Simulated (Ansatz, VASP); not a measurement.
One calculation of As, two programs

Contents of INCAR:

```
SYSTEM = As
ALGO = Normal
EDIFF = 1E-7
EDIFFG = -0.005
ENCUT = 600
GGA = PE
IBRION = 2
ISIF = 4
ISMEAR = -1
LASPH = .TRUE.
LCHARG = .FALSE.
LREAL = .FALSE.
LWAVE = .FALSE.
NELM = 80
NSW = 50
PREC = Accurate
SIGMA = 0.1
```

Contents of KPOINTS:

```
k-points
0
G
  8 8 10
  0 0 0
```

File POSCAR:

```
As
1.0
    4.6588354516      0.0000000000      0.0000000000
   -2.3294177258      4.0346698531      0.0000000000
    0.0000000000      0.0000000000      2.7085537736
As
3
Direct
    0.0000000000      0.0000000000      0.0000000000
    0.3333333333      0.6666666667      0.5000000000
    0.6666666667      0.3333333333      0.5000000000
```

Input for Ansatz:

```yaml
crystal:
  lattice:
    - [4.6588354516, 0.0, 0.0]
    - [-2.3294177258, 4.0346698531, 0.0]
    - [0.0, 0.0, 2.7085537736]
  atoms:
    - { symbol: As, position: [0.0, 0.0, 0.0] }
    - { symbol: As, position: [0.3333333333, 0.6666666667, 0.5] }
    - { symbol: As, position: [0.6666666667, 0.3333333333, 0.5] }
kpoints:
  mp_grid: { grid: [8, 8, 10] }
scf:
  occupations: { method: fermi_dirac, width: 0.1 }
hamiltonian:
  xc: pbe
  pseudopotentials: { kind: paw }
output:
  forces: true
  stress: true
relax:
  f_tol: 0.005
  max_steps: 30
  cell: { stress_tol: 0.06, fix: [volume] }
```

Alike in both runs: task relaxation of shape and atoms at fixed volume; functional PBE; k mesh 8 × 8 × 10; occupations fermi-dirac, width 0.1 eV; no spin polarisation.

|  | VASP | Ansatz |
| --- | --- | --- |
| version | VASP 6.6.1 | Ansatz 0.2.0 |
| potentials or method | VASP PAW PBE potentials, release 64 (As) | PAW with Ansatz's default frozen-core files, scalar-relativistic |
| plane-wave cutoff (eV) | 600 | 420 |
| valence electrons in the cell | 15 | 45 |

```csv
,VASP,Ansatz,Ansatz less VASP
relaxed volume (Å³/atom),16.97,16.97,0.000
relaxed cell length with the largest relative difference (Å),2.710,2.710,-0.0003
```

The two sets of potentials don't hold the same shells in valence.
